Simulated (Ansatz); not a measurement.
Runs of Ansatz 0.2.0 on AgCl (Chlorargyrite). Symmetry: Fm-3m, No. 225, cubic system. The conventional cell has a = 5.470 Å, b = 5.470 Å, c = 5.470 Å, α = 90.00°, β = 90.00°, γ = 90.00°. Around Ag (site symmetry m-3m) lie 6 Cl at 2.73 Å. Cl (site symmetry m-3m) has 6 Ag at 2.73 Å as nearest neighbours. 

```tsv
screening (1/Å)	gap on the mesh (eV)	pressure (GPa)
0.6	1.67	(a)
0.4	1.98	3.9
0.3	2.18	3.9
0.15	2.58	3.8
0.2	2.43	3.8
0.1	2.74	(b)
```

Alike in all rows: task single point; level HSE06 form with a typed share of exact exchange; potentials or basis Ansatz PAW; no spin polarisation; cell as given; k mesh 4 × 4 × 4; cutoff (eV) 420; smearing fermi-dirac 0.05 eV; the mesh is coarse, so values aren't converged.

Q: Fill in the values left out.

A: (a) 4.0; (b) 3.7.

Caveats: all runs use coarse meshes; the PAW data sets come from PBE, with cores solved anew for the run's functional, which leaves a small shift of forces and pressure; the thresholds are loose for stress.

A k mesh can miss the band edges, and the runs leave out spin-orbit coupling on Ag.
